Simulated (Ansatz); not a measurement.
# In (P6_3/mmc) in Ansatz: notebook

The runs below take In through single point, equation of state, with PBEsol, LDA.

Program: Ansatz 0.2.0. These are calculated values, not measurements. Logs are shortened: lines on timing, memory, paths and dates and some standing lists are left out, and cuts for length are marked.

## (1) The crystal as given

Symmetry: P6_3/mmc, No. 194, hexagonal system. Conventional cell: a = 3.335 Å, b = 3.335 Å, c = 5.509 Å, α = 90.00°, β = 90.00°, γ = 120.00°. In (site symmetry -6m2) has 12 In at 3.34 to 3.36 Å as nearest neighbours.

This isn't the form of In at room conditions, which is tetragonal.

## (2) Single point, PBEsol, 24.95 Å³/atom (volume scaled by 0.94)

Contents of input.yaml:

```yaml
crystal:
  lattice:
    - [3.2673945583, 0.0, 0.0]
    - [-1.6336972791, 2.8296466917, 0.0]
    - [0.0, 0.0, 5.3966798754]
  atoms:
    - { symbol: In, position: [0.6666666667, 0.3333333333, 0.75] }
    - { symbol: In, position: [0.3333333333, 0.6666666667, 0.25] }
kpoints:
  mp_grid: { grid: [9, 9, 5] }
scf:
  occupations: { method: fermi_dirac, width: 0.05 }
hamiltonian:
  xc: pbesol
  pseudopotentials: { kind: all_electron, lapw: { basis_error: 0.0005 } }
output:
  forces: true
  stress: true
  eigenvalues: true
```

Potentials or basis: all-electron LAPW, scalar-relativistic.

Started as:

```console
$ ansatz run input.yaml --threads 1 --pin off --max-ram 3072MiB --backend cpu --events-out ev --progress --plain --runs-dir out
```

Output:

```text
Warning: RAYON_NUM_THREADS=1 ignored (pool sized by the plan → 1); use --threads N
LAPW: plane waves up to 7.082 Å⁻¹, error target 5.0e-4 eV per atom; small_component_spin mean_spin; In in spheres of 1.634 Å, 21 of its electrons in bands, Dirac shells [] (how accurate: hamiltonian.pseudopotentials.lapw.basis_error, Limitations)
Engine: ansatz 0.2.0, aarch64-unknown-linux-gnu
Pseudopotentials: kind: all_electron
Pseudopotential: In, LAPW, valence charge 21, lapw/all_electron/scalar/gaussian/In, Koelling and Harmon's equation, gaussian nucleus
Functional definition: PBEsol
  exchange = pbesol_x
  correlation = pbesol_c
Crystal: 2 atoms, lattice volume = 49.895 Å³
Basis set: ecut = 191.11260192689198 eV, 313 PW (Γ), exchange–correlation at level 2
Bands: 26, of which v1, the nominal top of the filled ones, is band 21 counted from 1 (20 counted from 0)
Symmetry: 24 space group operations
Space group: P63/mmc (ITA 194), of the structure as read, at distance tolerance 3.7e-5 Å
k-points: 36 of 405
Non-local potential: In, projectors of the file, none
Initial density: superposition of atomic densities (chi_scale 0.1, normalization cell)
Initial wavefunctions: plane waves of lowest kinetic energy (no species holds an atomic orbital)
Functional: x = pbesol(κ = 0.804, μ = 0.12345679012345678), c = pbesol(β = 0.046)
iter 1 solved again at ethr=2.76e-5 eV; its pass at ethr=1.00e-1 eV (dr2=1.16e-2 eV) is discarded
SCF iter   1: F=—  HF=-319947.156675 eV  |F-HF|=—  |Δ(HF+E_count)|=         —  Δρ=5.90e-3  dr2=1.17e-2  ethr=2.76e-5  ⟨swp⟩=3.5  Hψ=6653  notcnv=0
preconditioner: auto → Kerker (q_TF=auto, 2.651 Å⁻¹)  [metal: Δε(μ)=0.081 eV  Ē_g=16.402 eV  σ=0.050 eV  W_gap=0.38  n_scr=22 (ndim 8)  ℏωp=26.8 eV  f_vac=0.000  D(μ)=1.27/eV (n_scr^D=2)]
SCF iter   2: F=—  HF=-319947.088313 eV  |F-HF|=—  |Δ(HF+E_count)|=   6.84e-2  Δρ=3.10e-3  dr2=4.09e-3  ethr=2.76e-5  ⟨swp⟩=2.1  Hψ=2880  notcnv=0
SCF iter   3: F=—  HF=-319947.082905 eV  |F-HF|=—  |Δ(HF+E_count)|=   5.41e-3  Δρ=2.07e-3  dr2=2.13e-3  ethr=9.74e-6  ⟨swp⟩=2.0  Hψ=2838  notcnv=0
SCF iter   4: F=—  HF=-319947.081968 eV  |F-HF|=—  |Δ(HF+E_count)|=   9.36e-4  Δρ=8.75e-4  dr2=5.04e-4  ethr=5.06e-6  ⟨swp⟩=2.0  Hψ=2838  notcnv=0
iter 5 solved again at ethr=9.96e-8 eV; its pass at ethr=1.20e-6 eV (dr2=4.18e-5 eV) is discarded
SCF iter   5: F=—  HF=-319947.082049 eV  |F-HF|=—  |Δ(HF+E_count)|=   8.11e-5  Δρ=2.40e-4  dr2=4.18e-5  ethr=9.96e-8  ⟨swp⟩=2.0  Hψ=4758  notcnv=0
SCF iter   6: F=—  HF=-319947.082053 eV  |F-HF|=—  |Δ(HF+E_count)|=   3.30e-6  Δρ=5.10e-5  dr2=1.21e-6  ethr=9.94e-8  ⟨swp⟩=2.0  Hψ=2838  notcnv=0
SCF iter   7: F=—  HF=-319947.082053 eV  |F-HF|=—  |Δ(HF+E_count)|=   4.94e-8  Δρ=1.31e-5  dr2=1.18e-7  ethr=2.88e-9  ⟨swp⟩=2.0  Hψ=2838  notcnv=0
SCF iter   8: F=-319947.082053 eV  HF=-319947.082053 eV  |F-HF|=1.11e-9  |Δ(HF+E_count)|=   1.07e-8  Δρ=3.40e-6  dr2=8.06e-9  ethr=2.80e-10  ⟨swp⟩=2.0  Hψ=2838  notcnv=0
SCF 1 converged in 8 iterations: F = -319947.082053 eV  dr2 = 8.06e-9
SCF converged after 8 iterations
Free energy (F): -319947.082053 eV
Harris-Foulkes:  -319947.082053 eV  (|F-HF|=1.11e-9)
Internal energy: -319947.071005 eV  (E = F + TS)
E sigma→0 (E₀):  -319947.076529 eV
Entropy (-TS):   -0.011047 eV (-5.524 meV/atom)
Fermi energy:    14.273031 eV
--- Per-component energies (eV) ---
  E_band       = -1062.978866
  E_kinetic    = 335797.006139
  E_xc         = -8559.424332
  E_electrostatic = -647184.652812  (all electrons and nuclei)
  E_smearing   = -0.011047  (= −TS)
  E_closure    = 0.000000  (closes the sum)
  E_atoms      = -319941.190978  (free atoms, spherical and without spin; not in F)
  Σ components = -319947.082053   (vs F -319947.082053, Δ=0.00e0)
  Basis errors (estimates in eV, not in F): energy 9.1e-5 per atom: plane waves 8.9e-5 (6.3e-5 summed), levels above the bands 8.2e-51, relativity 6.4e-9, radial functions 2.1e-6, core shells 9.3e-10; eigenvalues (radial functions only) 1.2e-6; not estimated: angular momenta, meshes, grids; target (lapw.basis_error) 5.0e-4; muffin-tin radii In 1.634 Å
--- Forces (eV/Å), atoms counted from 1 ---
  atom   1  In     0.00000000    -0.00000000     0.00000000
  atom   2  In    -0.00000000     0.00000000     0.00000000
  max |Σ_I F_I| component: 1.16e-18 eV/Å
--- Stress (GPa, compression-positive) ---
        1.611036      -0.000000       0.000000
       -0.000000       1.611036       0.000000
        0.000000       0.000000       0.649390
  P = ⅓ Tr σ = 1.2905 GPa (12.905 kbar)
--- Band table (eV; the first three rows and the last of 36) ---
  k-point 0: bands = ["-101.0641", "-101.0636", "-59.5867", "-59.5841", "-59.5841", "-59.5825", "-59.5825", "-59.5775", "-0.4809", "-0.4013", "-0.3681", "-0.3681", "-0.3355", "-0.3355", "-0.2499", "-0.2499", "-0.0390", "-0.0390", "4.3145", "9.7258", "10.5750", "23.0257", "23.0257", "24.9178", "24.9178", "24.9935"]
  k-point 1: bands = ["-101.0641", "-101.0636", "-59.5858", "-59.5839", "-59.5839", "-59.5827", "-59.5827", "-59.5784", "-0.4697", "-0.4044", "-0.3809", "-0.3809", "-0.3472", "-0.3472", "-0.2138", "-0.2138", "-0.0505", "-0.0505", "4.5392", "8.0045", "12.7349", "22.4586", "23.2193", "23.2193", "24.8222", "24.8222"]
  k-point 2: bands = ["-101.0639", "-101.0638", "-59.5835", "-59.5835", "-59.5835", "-59.5831", "-59.5831", "-59.5807", "-0.4433", "-0.4178", "-0.3871", "-0.3871", "-0.3715", "-0.3715", "-0.1467", "-0.1467", "-0.0871", "-0.0871", "5.2231", "6.3806", "15.6650", "18.9557", "23.7492", "23.7492", "24.4086", "24.4086"]
  k-point 35: bands = ["-101.0634", "-101.0634", "-59.5896", "-59.5896", "-59.5893", "-59.5885", "-59.5806", "-59.5806", "-0.4444", "-0.4444", "-0.3757", "-0.2589", "-0.2309", "-0.2309", "-0.2000", "-0.1983", "-0.0330", "-0.0330", "11.6687", "11.6687", "13.0996", "13.0996", "13.2225", "14.3281", "21.3564", "21.3564"]
```

Run time: 8.2 s. Hardware: 1 thread of Arm Neoverse V2, shared host; peak memory 0.3 GiB.

Results:

```
Free energy            : -319947.0821 eV
Pressure               : 1.3 GPa
Band gap on the k mesh : none (metal or under the smearing width)
```

## (3) Single point, PBEsol, 25.48 Å³/atom (volume scaled by 0.96)

input.yaml: that of step 2 with these lines changed.

```diff
@@ -2,5 +2,5 @@
   lattice:
-    - [3.2673945583, 0.0, 0.0]
-    - [-1.6336972791, 2.8296466917, 0.0]
-    - [0.0, 0.0, 5.3966798754]
+    - [3.2904051372, 0.0, 0.0]
+    - [-1.6452025686, 2.8495744376, 0.0]
+    - [0.0, 0.0, 5.4346859154]
   atoms:
```

Potentials or basis: all-electron LAPW, scalar-relativistic.

Started as:

```console
$ ansatz run input.yaml --threads 1 --pin off --max-ram 3072MiB --backend cpu --events-out ev --progress --plain --runs-dir out
```

It took 8.2 s on 1 thread of Arm Neoverse V2, shared host; peak memory 0.3 GiB.

The run converged. Its results:

- Free energy: -319947.0872 eV
- Pressure: 0.3 GPa
- Band gap on the k mesh: none (metal or under the smearing width)

## (4) Single point, PBEsol, 26.01 Å³/atom (volume scaled by 0.98)

input.yaml: that of step 3 with these lines changed.

```diff
@@ -2,5 +2,5 @@
   lattice:
-    - [3.2904051372, 0.0, 0.0]
-    - [-1.6452025686, 2.8495744376, 0.0]
-    - [0.0, 0.0, 5.4346859154]
+    - [3.3130983036, 0.0, 0.0]
+    - [-1.6565491518, 2.8692272962, 0.0]
+    - [0.0, 0.0, 5.4721676924]
   atoms:
```

Started as:

```console
$ ansatz run input.yaml --threads 1 --pin off --max-ram 3072MiB --backend cpu --events-out ev --progress --plain --runs-dir out
```

It took 8.2 s on 1 thread of Arm Neoverse V2, shared host; peak memory 0.3 GiB.

It converged, with:

* Free energy: -319947.0860 eV
* Pressure: -0.6 GPa
* Band gap on the k mesh: none (metal or under the smearing width)

## (5) Single point, PBEsol, 26.54 Å³/atom

input.yaml: that of step 4 with these lines changed.

```diff
@@ -2,5 +2,5 @@
   lattice:
-    - [3.3130983036, 0.0, 0.0]
-    - [-1.6565491518, 2.8692272962, 0.0]
-    - [0.0, 0.0, 5.4721676924]
+    - [3.335484782, 0.0, 0.0]
+    - [-1.667742391, 2.8886145552, 0.0]
+    - [0.0, 0.0, 5.50914292]
   atoms:
```

Started as:

```console
$ ansatz run input.yaml --threads 1 --pin off --max-ram 3072MiB --backend cpu --events-out ev --progress --plain --runs-dir out
```

Wall time 8.2 s (1 thread of Arm Neoverse V2, shared host); peak memory 0.3 GiB.

Results (log left out):

```yaml
Free_energy: -319947.0793 eV
Pressure: -1.4 GPa
Band_gap_on_the_k_mesh: none (metal or under the smearing width)
```

## (6) Single point, PBEsol, 27.07 Å³/atom (volume scaled by 1.02)

input.yaml: that of step 5 with these lines changed.

```diff
@@ -2,5 +2,5 @@
   lattice:
-    - [3.335484782, 0.0, 0.0]
-    - [-1.667742391, 2.8886145552, 0.0]
-    - [0.0, 0.0, 5.50914292]
+    - [3.357574729, 0.0, 0.0]
+    - [-1.6787873645, 2.9077450104, 0.0]
+    - [0.0, 0.0, 5.5456283735]
   atoms:
```

Potentials or basis: all-electron LAPW, scalar-relativistic.

Started as:

```console
$ ansatz run input.yaml --threads 1 --pin off --max-ram 3072MiB --backend cpu --events-out ev --progress --plain --runs-dir out
```

Run time: 8.1 s. Hardware: 1 thread of Arm Neoverse V2, shared host; peak memory 0.3 GiB.

It converged, with:

* Free energy: -319947.0680 eV
* Pressure: -2.0 GPa
* Band gap on the k mesh: none (metal or under the smearing width)

## (7) Single point, PBEsol, 27.60 Å³/atom (volume scaled by 1.04)

input.yaml: that of step 6 with these lines changed.

```diff
@@ -2,5 +2,5 @@
   lattice:
-    - [3.357574729, 0.0, 0.0]
-    - [-1.6787873645, 2.9077450104, 0.0]
-    - [0.0, 0.0, 5.5456283735]
+    - [3.3793777732, 0.0, 0.0]
+    - [-1.6896888866, 2.9266270006, 0.0]
+    - [0.0, 0.0, 5.5816399564]
   atoms:
```

Started as:

```console
$ ansatz run input.yaml --threads 1 --pin off --max-ram 3072MiB --backend cpu --events-out ev --progress --plain --runs-dir out
```

It took 8 s on 1 thread of Arm Neoverse V2, shared host; peak memory 0.3 GiB.

The run converged. Its results:

```
Free energy            : -319947.0528 eV
Pressure               : -2.6 GPa
Band gap on the k mesh : none (metal or under the smearing width)
```

## (8) Single point, PBEsol, 28.13 Å³/atom (volume scaled by 1.06)

input.yaml: that of step 7 with these lines changed.

```diff
@@ -2,5 +2,5 @@
   lattice:
-    - [3.3793777732, 0.0, 0.0]
-    - [-1.6896888866, 2.9266270006, 0.0]
-    - [0.0, 0.0, 5.5816399564]
+    - [3.4009030527, 0.0, 0.0]
+    - [-1.7004515264, 2.9452684395, 0.0]
+    - [0.0, 0.0, 5.6171927618]
   atoms:
```

Started as:

```console
$ ansatz run input.yaml --threads 1 --pin off --max-ram 3072MiB --backend cpu --events-out ev --progress --plain --runs-dir out
```

Wall time 8.2 s (1 thread of Arm Neoverse V2, shared host); peak memory 0.3 GiB.

It converged, with:

```
Free energy            : -319947.0342 eV
Pressure               : -3.0 GPa
Band gap on the k mesh : none (metal or under the smearing width)
```

## (9) Single point, LDA, 24.95 Å³/atom (volume scaled by 0.94)

Contents of input.yaml:

```yaml
crystal:
  lattice:
    - [3.2673945583, 0.0, 0.0]
    - [-1.6336972791, 2.8296466917, 0.0]
    - [0.0, 0.0, 5.3966798754]
  atoms:
    - { symbol: In, position: [0.6666666667, 0.3333333333, 0.75] }
    - { symbol: In, position: [0.3333333333, 0.6666666667, 0.25] }
kpoints:
  mp_grid: { grid: [9, 9, 5] }
scf:
  occupations: { method: fermi_dirac, width: 0.05 }
hamiltonian:
  xc: lda
  pseudopotentials: { kind: all_electron, lapw: { basis_error: 0.001 } }
output:
  forces: true
  stress: true
  eigenvalues: true
```

Potentials or basis: all-electron LAPW, scalar-relativistic.

Started as:

```console
$ ansatz run input.yaml --threads 1 --pin off --max-ram 3072MiB --backend cpu --events-out ev --progress --plain --runs-dir out
```

Run time: 6.7 s. Hardware: 1 thread of Arm Neoverse V2, shared host; peak memory 0.28 GiB.

It converged, with:

* Free energy: -319810.8750 eV
* Pressure: -0.5 GPa
* Band gap on the k mesh: none (metal or under the smearing width)

## (10) Single point, LDA, 25.48 Å³/atom (volume scaled by 0.96)

input.yaml: that of step 9 with these lines changed.

```diff
@@ -2,5 +2,5 @@
   lattice:
-    - [3.2673945583, 0.0, 0.0]
-    - [-1.6336972791, 2.8296466917, 0.0]
-    - [0.0, 0.0, 5.3966798754]
+    - [3.2904051372, 0.0, 0.0]
+    - [-1.6452025686, 2.8495744376, 0.0]
+    - [0.0, 0.0, 5.4346859154]
   atoms:
```

Started as:

```console
$ ansatz run input.yaml --threads 1 --pin off --max-ram 3072MiB --backend cpu --events-out ev --progress --plain --runs-dir out
```

Wall time 6.7 s (1 thread of Arm Neoverse V2, shared host); peak memory 0.28 GiB.

It converged, with:

* Free energy: -319810.8684 eV
* Pressure: -1.4 GPa
* Band gap on the k mesh: none (metal or under the smearing width)

## (11) Single point, LDA, 26.01 Å³/atom (volume scaled by 0.98)

input.yaml: that of step 10 with these lines changed.

```diff
@@ -2,5 +2,5 @@
   lattice:
-    - [3.2904051372, 0.0, 0.0]
-    - [-1.6452025686, 2.8495744376, 0.0]
-    - [0.0, 0.0, 5.4346859154]
+    - [3.3130983036, 0.0, 0.0]
+    - [-1.6565491518, 2.8692272962, 0.0]
+    - [0.0, 0.0, 5.4721676924]
   atoms:
```

Started as:

```console
$ ansatz run input.yaml --threads 1 --pin off --max-ram 3072MiB --backend cpu --events-out ev --progress --plain --runs-dir out
```

Wall time 6.7 s (1 thread of Arm Neoverse V2, shared host); peak memory 0.28 GiB.

Results (log left out):

* Free energy: -319810.8563 eV
* Pressure: -2.2 GPa
* Band gap on the k mesh: none (metal or under the smearing width)

## (12) Single point, LDA, 26.54 Å³/atom

input.yaml: that of step 11 with these lines changed.

```diff
@@ -2,5 +2,5 @@
   lattice:
-    - [3.3130983036, 0.0, 0.0]
-    - [-1.6565491518, 2.8692272962, 0.0]
-    - [0.0, 0.0, 5.4721676924]
+    - [3.335484782, 0.0, 0.0]
+    - [-1.667742391, 2.8886145552, 0.0]
+    - [0.0, 0.0, 5.50914292]
   atoms:
```

Potentials or basis: all-electron LAPW, scalar-relativistic.

Started as:

```console
$ ansatz run input.yaml --threads 1 --pin off --max-ram 3072MiB --backend cpu --events-out ev --progress --plain --runs-dir out
```

Wall time 6.6 s (1 thread of Arm Neoverse V2, shared host); peak memory 0.28 GiB.

The run converged. Its results:

| Item | Value |
| --- | --- |
| Free energy | -319810.8394 eV |
| Pressure | -2.9 GPa |
| Band gap on the k mesh | none (metal or under the smearing width) |

## (13) Single point, LDA, 27.07 Å³/atom (volume scaled by 1.02)

input.yaml: that of step 12 with these lines changed.

```diff
@@ -2,5 +2,5 @@
   lattice:
-    - [3.335484782, 0.0, 0.0]
-    - [-1.667742391, 2.8886145552, 0.0]
-    - [0.0, 0.0, 5.50914292]
+    - [3.357574729, 0.0, 0.0]
+    - [-1.6787873645, 2.9077450104, 0.0]
+    - [0.0, 0.0, 5.5456283735]
   atoms:
```

Started as:

```console
$ ansatz run input.yaml --threads 1 --pin off --max-ram 3072MiB --backend cpu --events-out ev --progress --plain --runs-dir out
```

Run time: 6.7 s. Hardware: 1 thread of Arm Neoverse V2, shared host; peak memory 0.28 GiB.

The run converged. Its results:

* Free energy: -319810.8186 eV
* Pressure: -3.4 GPa
* Band gap on the k mesh: none (metal or under the smearing width)

## (14) Single point, LDA, 27.60 Å³/atom (volume scaled by 1.04)

input.yaml: that of step 13 with these lines changed.

```diff
@@ -2,5 +2,5 @@
   lattice:
-    - [3.357574729, 0.0, 0.0]
-    - [-1.6787873645, 2.9077450104, 0.0]
-    - [0.0, 0.0, 5.5456283735]
+    - [3.3793777732, 0.0, 0.0]
+    - [-1.6896888866, 2.9266270006, 0.0]
+    - [0.0, 0.0, 5.5816399564]
   atoms:
```

Started as:

```console
$ ansatz run input.yaml --threads 1 --pin off --max-ram 3072MiB --backend cpu --events-out ev --progress --plain --runs-dir out
```

It took 6.7 s on 1 thread of Arm Neoverse V2, shared host; peak memory 0.27 GiB.

Results (log left out):

- Free energy: -319810.7944 eV
- Pressure: -3.9 GPa
- Band gap on the k mesh: none (metal or under the smearing width)

## (15) Single point, LDA, 28.13 Å³/atom (volume scaled by 1.06)

input.yaml: that of step 14 with these lines changed.

```diff
@@ -2,5 +2,5 @@
   lattice:
-    - [3.3793777732, 0.0, 0.0]
-    - [-1.6896888866, 2.9266270006, 0.0]
-    - [0.0, 0.0, 5.5816399564]
+    - [3.4009030527, 0.0, 0.0]
+    - [-1.7004515264, 2.9452684395, 0.0]
+    - [0.0, 0.0, 5.6171927618]
   atoms:
```

Potentials or basis: all-electron LAPW, scalar-relativistic.

Started as:

```console
$ ansatz run input.yaml --threads 1 --pin off --max-ram 3072MiB --backend cpu --events-out ev --progress --plain --runs-dir out
```

Run time: 6.6 s. Hardware: 1 thread of Arm Neoverse V2, shared host; peak memory 0.27 GiB.

The run converged. Its results:

```
Free energy            : -319810.7671 eV
Pressure               : -4.3 GPa
Band gap on the k mesh : none (metal or under the smearing width)
```

## (16) Equation of state, LDA

No new run: the results of the series are fitted here.

Results:

```yaml
Equilibrium_volume: "24.66 Å³/atom (rough: see the caveat)"
Bulk_modulus_at_fixed_shape_and_positions: 49 GPa (rough)
```

Energy against volume, from the lowest point:
```csv
volume (Å³/atom),energy (meV/atom)
24.948,0.00
25.478,3.28
26.009,9.36
26.540,17.80
27.071,28.20
27.602,40.29
28.133,53.93
```

Caveat: the minimum lies outside the volumes run; the cell was scaled at fixed shape and fractional positions, which overstates the stiffness of a crystal with free parameters, most of all of layers and chains.
